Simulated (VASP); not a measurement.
**TiSe under changes of volume**

One of the cells (16.530 Å³/atom); the others are scaled copies at fixed shape and fractional positions:

```xyz
4
Lattice="3.3624 0.0000 0.0000 -1.6812 2.9119 0.0000 0.0000 0.0000 6.7534" Properties=species:S:1:pos:R:3 pbc="T T T"
Se    1.6812    0.9706    5.0650
Se    0.0000    1.9413    1.6883
Ti    0.0000    0.0000    3.3767
Ti    0.0000    0.0000    0.0000
```

```yaml
Program: VASP 6.6.1
Functional: PBEsol
Potentials_or_basis: VASP PAW PBE potentials, release 64 (Se, Ti_sv)
Cutoff: 520 eV
k_mesh: 8 × 8 × 4
Occupations: fermi-dirac, width 0.05 eV
Spin: no spin polarisation
```

```csv
volume (Å³/atom),energy over the lowest point (meV/atom),pressure (GPa)
15.869,?,?
16.200,2.80,2.7
16.530,0.00,0.0
16.861,2.53,-2.5
17.192,9.85,-4.6
```

Question: What does the run at 15.869 Å³/atom give?

Answer: Energy over the lowest point 11.55 meV/atom; pressure 5.8 GPa.

Worked out: A Birch-Murnaghan fit of order 2 (a polynomial in V^(-2/3)) to the other rows has its minimum at 16.53 Å³/atom with B0 = V·E''(V) = 128 GPa at fixed shape and positions, which overstates the stiffness. It gives 11.47 meV/atom at 15.869 Å³/atom, against the run's 11.55, and -dE/dV = 5.7 GPa, against 5.8.

Energies are extrapolated to zero smearing.

Caveats: the PAW data sets were made with another functional, which shifts forces and pressure a little.
